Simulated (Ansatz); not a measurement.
# Os: the cost of one run

Computed with Ansatz 0.2.0 (DFT PBE, scalar-relativistic, unless a step's input says otherwise).

3 further runs of the same task are left out: 3 that didn't finish.

## Step 1: The structure to begin with

Symmetry: P6_3/mmc, No. 194, hexagonal system. Conventional cell: a = 2.734 Å, b = 2.734 Å, c = 4.320 Å, α = 90.00°, β = 90.00°, γ = 120.00°. Around Os (site symmetry -6m2) lie 12 Os at 2.68 to 2.73 Å.

Structure file:

```cif
data_structure
_symmetry_space_group_name_H-M 'P6_3/mmc'
_symmetry_Int_Tables_number 194
_cell_length_a 2.7341
_cell_length_b 2.7341
_cell_length_c 4.3197
_cell_angle_alpha 90.000
_cell_angle_beta 90.000
_cell_angle_gamma 120.000
_cell_volume 27.96
loop_
_atom_site_label
_atom_site_type_symbol
_atom_site_symmetry_multiplicity
_atom_site_Wyckoff_symbol
_atom_site_fract_x
_atom_site_fract_y
_atom_site_fract_z
_atom_site_occupancy
Os1 Os 2 c 0.33333 0.66667 0.25000 1
```

The file gives the conventional cell by its symmetry; the runs use the cell typed in the input.

Atoms are numbered in the order of the input: Os1, Os2.

## Step 2: After the deformation

Space group P6_3/mmc before, P-1 after.

## Step 3: PAW on the default files

input.yaml

```yaml
crystal:
  lattice:
    - [2.7340999755, -0.0410114996, -0.0410114996]
    - [-1.4025669883, 2.3883057851, -0.0150112507]
    - [-0.0647955, -0.0647955, 4.3197]
  atoms:
    - { symbol: Os, position: [0.3333333333, 0.6666666667, 0.25] }
    - { symbol: Os, position: [0.6666666667, 0.3333333333, 0.75] }
kpoints:
  mp_grid: { grid: [15, 15, 9] }
scf:
  occupations: { method: fermi_dirac, width: 0.05 }
hamiltonian:
  xc: pbe
  pseudopotentials: { kind: paw }
output:
  forces: true
  stress: true
  eigenvalues: true
  efg: { contact_densities: true }
```

On the command line:

```bash
ansatz run input.yaml --threads 1 --pin off --max-ram 3072MiB --backend cpu --events-out ev --progress --plain --runs-dir out
```

Q: Estimate wall time and peak memory on 1 thread of Intel Xeon 6975P-C (Granite Rapids), shared host.

About 12 s, with a peak of 0.73 GiB.
